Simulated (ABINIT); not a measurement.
Runs of ABINIT 10.8.3 (patched build) on Te2Mo. Symmetry: P6_3/mmc, No. 194, hexagonal system. Conventional cell: a = 3.518 Å, b = 3.518 Å, c = 13.974 Å, α = 90.00°, β = 90.00°, γ = 120.00°. Around Te (site symmetry 3m) lie 3 Mo at 2.72 Å. Mo (site symmetry -6m2) has 6 Te at 2.72 Å as nearest neighbours. 

```tsv
task	level	potentials or basis	k mesh	gap on the mesh (eV)	pressure (GPa)	largest force (eV/Å)
single point	PBEsol	JTH PAW PBE v2.0	7 × 7 × 2	(c)	-0.1	(b)
single point	LDA	JTH PAW LDA v2.0	7 × 7 × 2	0.77	-2.2	0.17
band structure	LDA	JTH PAW LDA v2.0	9 × 9 × 2	0.71	-2.2	0.17
single point	PBE	JTH PAW PBE v2.0	9 × 9 × 2	(a)	3.8	0.30
```

Alike in all rows: no spin polarisation; cell as given; cutoff (eV) 408; smearing fermi-dirac 0.05 eV.

Estimate the missing entries.

(a) 0.74; (b) 0.06; (c) 0.78.

Caveats: spin-orbit coupling is left out, which moves the levels of the heavy elements; an odd mesh through Γ misses points on the zone boundary, where band edges often lie (some runs); this functional lacks dispersion, which binds the layers, so the pressure and a relaxed spacing across them are unreliable (some runs); the PAW data sets were made with another functional, which shifts forces and pressure a little (some runs).

A k mesh can miss the band edges, and the runs leave out spin-orbit coupling on Mo, Te.

Not every run made on this cell is shown here.
